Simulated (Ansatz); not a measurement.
# Yb: the order of phases at one pressure

Aim: bring Yb in several structures (fcc, bcc, hcp, dhcp) to one pressure and rank them by enthalpy. The pressure is set by scaling the first phase. The runs shown use PAW.

Program: Ansatz 0.2.0. Level of theory: DFT, PBE, PAW with Ansatz's default frozen-core files, scalar-relativistic. These are calculated values, not measurements.

### Step 1. The system as given

It takes space group Fm-3m (No. 225, cubic). Conventional cell: a = 5.223 Å, b = 5.223 Å, c = 5.223 Å, α = 90.00°, β = 90.00°, γ = 90.00°. Around Yb (site symmetry m-3m) lie 12 Yb at 3.69 Å.

Structure file:

```cif
data_structure
_symmetry_space_group_name_H-M 'P 1'
_symmetry_Int_Tables_number 1
_cell_length_a 3.6933
_cell_length_b 3.6933
_cell_length_c 3.6933
_cell_angle_alpha 60.000
_cell_angle_beta 60.000
_cell_angle_gamma 60.000
_cell_volume 35.62
loop_
_atom_site_label
_atom_site_type_symbol
_atom_site_fract_x
_atom_site_fract_y
_atom_site_fract_z
_atom_site_occupancy
Yb1 Yb 0.00000 0.00000 0.00000 1
```

### Step 2. Cell relaxed at zero pressure, PAW

The input, input.yaml:

```yaml
crystal:
  lattice:
    - [0.0, 2.6115853807, 2.6115853807]
    - [2.6115853807, 0.0, 2.6115853807]
    - [2.6115853807, 2.6115853807, 0.0]
  atoms:
    - { symbol: Yb, position: [0.0, 0.0, 0.0] }
kpoints:
  mp_grid: { grid: [13, 13, 13] }
scf:
  occupations: { method: fermi_dirac, width: 0.05 }
hamiltonian:
  xc: pbe
  pseudopotentials: { kind: paw }
output:
  forces: true
  stress: true
  write_density: true
  write_potential: true
  elf: true
  volumetric_format: npy
relax:
  f_tol: 0.005
  max_steps: 40
  cell: {}
```

Command:

```bash
> ansatz run input.yaml --threads 2 --pin off --max-ram 7168MiB --backend cpu --events-out ev --progress --plain --runs-dir out
```

The runs that follow: Volume scaled by 0.598, to set the pressure, PAW; Fcc relaxed under pressure, PAW; Bcc relaxed under pressure, PAW; Hcp relaxed under pressure, PAW; Dhcp relaxed under pressure, PAW.

Before running it: what results should come out? Wanted: pressure; lowest.

The runs gave:

```
    quantity                         value
    pressure                        23 GPa
lowest (PAW)  bcc, 17.1 meV/atom under hcp
```

By PAW the order is bcc < hcp < dhcp < fcc. Only these structures were tried, with electrons smeared by 0.05 eV and without vibrations, so the true ground state may be another. The k meshes differ between phases and weren't tested, which can move differences by some meV. Spin-orbit coupling is left out, though the cell holds Yb; in elements this heavy it can shift bands and gaps by tenths of an eV.
